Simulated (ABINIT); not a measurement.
The system is Ag.

```
CELL_PARAMETERS angstrom
0.00000 2.04275 2.04275
2.04275 0.00000 2.04275
2.04275 2.04275 0.00000
ATOMIC_POSITIONS crystal
Ag 0.00000 0.00000 0.00000
```

Base run:

```yaml
Program: ABINIT 10.8.3 (patched build)
Functional: r2SCAN
Potentials_or_basis: PseudoDojo NC SR PBE v0.4.1 standard
Cutoff: 1333 eV
k_mesh: 11 × 11 × 11
Occupations: fermi-dirac, width 0.05 eV
Spin: no spin polarisation
```

Its results: band gap on the k mesh none (metal or under the smearing width); pressure -0.2 GPa.

Problem. The run is repeated on the same cell with these changes: potentials or basis from PseudoDojo NC SR PBE v0.4.1 standard to JTH PAW PBE v2.0; cutoff from 1333 eV to 544 eV; valence electrons from 19 to 11. What comes out?

Solution. Band gap on the k mesh none (metal or under the smearing width); pressure 1.1 GPa.

Caveats: a meta-GGA on potentials with a model core is unreliable (some runs); the potentials were made for another functional, which shifts forces and pressure (some runs); the PAW data sets were made with another functional, which shifts forces and pressure a little (some runs).
